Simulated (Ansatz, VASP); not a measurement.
**Two plane-wave programs on BP**

```
CELL_PARAMETERS angstrom
0.00000 2.29803 2.29803
2.29803 0.00000 2.29803
2.29803 2.29803 0.00000
ATOMIC_POSITIONS crystal
B 0.00000 0.00000 0.00000
P 0.25000 0.25000 0.25000
```

Alike in both runs: functional r2SCAN; k mesh 10 × 10 × 10; occupations fermi-dirac, width 0.02 eV; no spin polarisation.

Ansatz relaxed the structure, and its values are those at the end. VASP's run is a single point on that final structure, the one shown.

|  | VASP | Ansatz |
| --- | --- | --- |
| version | VASP 6.6.1 | Ansatz 0.2.0 |
| potentials or method | VASP PAW PBE potentials, release 64 (B, P) | PAW plane waves |
| plane-wave cutoff (eV) | 520 | 500 |
| valence electrons in the cell | 8 | 8 |

```csv
,VASP,Ansatz,Ansatz less VASP
gap on the k mesh at the Fermi level (eV),1.50,1.47,-0.031
pressure (GPa),-6.6,-6.2,+0.45
```

The functional is the same, so the differences come from potentials, cutoffs and numerics. Ansatz warned: «stress_scf_threshold_loose».

Caveats: the PAW data sets were made with another functional, which shifts forces and pressure a little (VASP). A k mesh can miss the band edges. r2SCAN opens gaps a little over a GGA but as a rule still falls short of measured ones.
